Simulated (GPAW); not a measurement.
Wanted: an ASE script for a GPAW 26.7.0 run.

```
Task                : phonons
Functional          : optPBE-vdW
Potentials or basis : GPAW PAW data sets (gpaw-data 1.2.1), other valence
Cutoff              : 510 eV
Basis               : pw
k mesh              : 8 × 8 × 2
Occupations         : fermi-dirac, width 0.05 eV
Spin                : no spin polarisation
Maxiter             : 150
Convergence         : density=1e-06 eigenstates=1e-09
Supercell           : 1 × 1 × 1
Supercell k mesh    : 8 × 8 × 2
Displacement        : 0.01
Relaxed first       : ions
Data set            : Mo 6, Te 16
```

The structure of Te2Mo lies in Te2Mo.xyz:

```xyz
6
Lattice="3.5182000000 0.0000000000 0.0000000000 -1.7591000000 3.0468505756 0.0000000000 0.0000000000 0.0000000000 13.9736000000" Properties=species:S:1:pos:R:3 pbc="T T T"
Te     1.7591000002      1.0156168584      5.2959944000
Te    -0.0000000002      2.0312337172     12.2827944000
Te     1.7591000002      1.0156168584      1.6908056000
Te    -0.0000000002      2.0312337172      8.6776056000
Mo     1.7591000002      1.0156168584     10.4802000000
Mo    -0.0000000002      2.0312337172      3.4934000000
```

The input as run:

run.py

```python
import json
import numpy as np
from ase import Atoms
from ase.constraints import FixSymmetry
from ase.io import read, write
from ase.optimize import BFGS
from phonopy import Phonopy
from phonopy.structure.atoms import PhonopyAtoms
from gpaw import GPAW, PW

atoms = read('Te2Mo.xyz')

calc = GPAW(mode=PW(510),
            xc={'name': 'optPBE-vdW', 'backend': 'libvdwxc'},
            kpts={'size': (8, 8, 2), 'gamma': True},
            occupations={'name': 'fermi-dirac', 'width': 0.05},
            setups={'Mo': '6', 'Te': '16'},
            nbands=-20,
            convergence={'density': 1e-06, 'eigenstates': 1e-09},
            maxiter=150,
            txt='gpaw.txt')
atoms.calc = calc
atoms.set_constraint(FixSymmetry(atoms))
BFGS(atoms, trajectory='relax.traj', logfile='-').run(fmax=0.005, steps=40)
atoms.set_constraint()
energy = atoms.get_potential_energy()
forces = atoms.get_forces()
calc.write('gs.gpw')
write('result.traj', atoms)
print('Cell:', atoms.cell.cellpar().round(4))
print(atoms.get_scaled_positions().round(5))

def force_constants(scale):
    unit = PhonopyAtoms(symbols=atoms.get_chemical_symbols(), cell=atoms.cell[:] * scale**(1 / 3),
                        scaled_positions=atoms.get_scaled_positions())
    ph = Phonopy(unit, supercell_matrix=np.diag([1, 1, 1]), primitive_matrix=np.eye(3), symprec=1e-4)
    ph.generate_displacements(distance=0.01)
    forces = []
    for i, sc in enumerate(ph.supercells_with_displacements):
        a = Atoms(sc.symbols, cell=sc.cell, scaled_positions=sc.scaled_positions, pbc=True)
        c = GPAW(mode=PW(510),
                 xc={'name': 'optPBE-vdW', 'backend': 'libvdwxc'},
                 kpts={'size': (8, 8, 2), 'gamma': True},
                 occupations={'name': 'fermi-dirac', 'width': 0.05},
                 setups={'Mo': '6', 'Te': '16'},
                 nbands=-20,
                 convergence={'density': 1e-06, 'eigenstates': 1e-09},
                 maxiter=150,
                 txt=f'disp-{scale:.3f}-{i:02d}.txt')
        a.calc = c
        f = a.get_forces()
        forces.append(f - f.mean(axis=0))
        print(f'displacement {i}: drift', f.mean(axis=0).round(5), flush=True)
    ph.forces = forces
    ph.produce_force_constants()
    ph.symmetrize_force_constants()
    return ph

qpoints = [[0.0, 0.0, 0.0]]
results = {}
for scale in [1.0]:
    ph = force_constants(scale)
    ph.run_qpoints(qpoints)
    nu = ph.qpoints.frequencies * 33.35641  # THz to cm^-1
    results[f'{scale:.3f}'] = nu.tolist()
    for qp, f in zip(qpoints, nu):
        print(scale, np.round(qp, 4), f.round(2))
json.dump(results, open('phonons.json', 'w'))
```

Potentials or basis: GPAW PAW data sets (gpaw-data 1.2.1), other valence, pw.

The run is started by

```sh
$ OMP_NUM_THREADS=1 python run.py
```

It gave:

```json
{"Band gap on the k mesh": "0.74 eV, indirect (least direct gap 1.17 eV)", "Highest phonon frequency at Γ, LO-TO splitting left out": "278 cm⁻¹"}
```

Caveat: the LO-TO splitting is left out; spin-orbit coupling is left out, which moves the levels of the heavy elements.

It took 37 min on 1 thread of Arm Neoverse V1, with other jobs on the host, peak memory 1.6 GiB.
